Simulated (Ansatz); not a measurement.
**Structure relaxation of Fe**

All numbers below come from DFT PBEsol, scalar-relativistic, plane waves, PAW (Ansatz). Cutoff 420 eV, Γ-centred k mesh, Gaussian smearing, collinear spin, first started from parallel moments.

The start puts Fe on the simple hexagonal structure type (P6/mmm, No. 191), at a guessed volume.

```
CELL_PARAMETERS angstrom
2.45180 0.00000 0.00000
-1.22590 2.12332 0.00000
0.00000 0.00000 2.29090
ATOMIC_POSITIONS crystal
Fe 0.00000 0.00000 0.00000
```

Cell and atoms relax at zero pressure; the relaxation can't lower the symmetry of the start.

Energies count from the standard state of Fe at the same level.

(1) Describe the relaxed structure.

(2) What are its volume, energy, gap and moment?

## Answers

(1) It keeps P6/mmm (No. 191). The result has the simple hexagonal structure. Conventional cell: a = 2.418 Å, c = 2.330 Å. Fe has 8 Fe at 2.33–2.42 Å.

```cif
data_structure
_symmetry_space_group_name_H-M 'P6/mmm'
_symmetry_Int_Tables_number 191
_cell_length_a 2.4184
_cell_length_b 2.4184
_cell_length_c 2.3304
_cell_angle_alpha 90.000
_cell_angle_beta 90.000
_cell_angle_gamma 120.000
_cell_volume 11.80
loop_
_atom_site_label
_atom_site_type_symbol
_atom_site_symmetry_multiplicity
_atom_site_Wyckoff_symbol
_atom_site_fract_x
_atom_site_fract_y
_atom_site_fract_z
_atom_site_occupancy
Fe1 Fe 1 a 0.00000 0.00000 0.00000 1
```

(2) The volume per atom is 11.80 Å³. The density is 7.86 g/cm³ and the energy over the standard structure is 0.54 eV/atom. The gap on the 27×27×24 mesh is 0 eV (a metal) and the net moment per atom is 2.20 μB. The largest site moment is 2.16 μB.

The final run used a 27×27×24 mesh on its 1-atom cell and 0.10 eV smearing. For metals, differences of a few meV/atom aren't resolved. A structure relaxed within its symmetry needn't be a true minimum.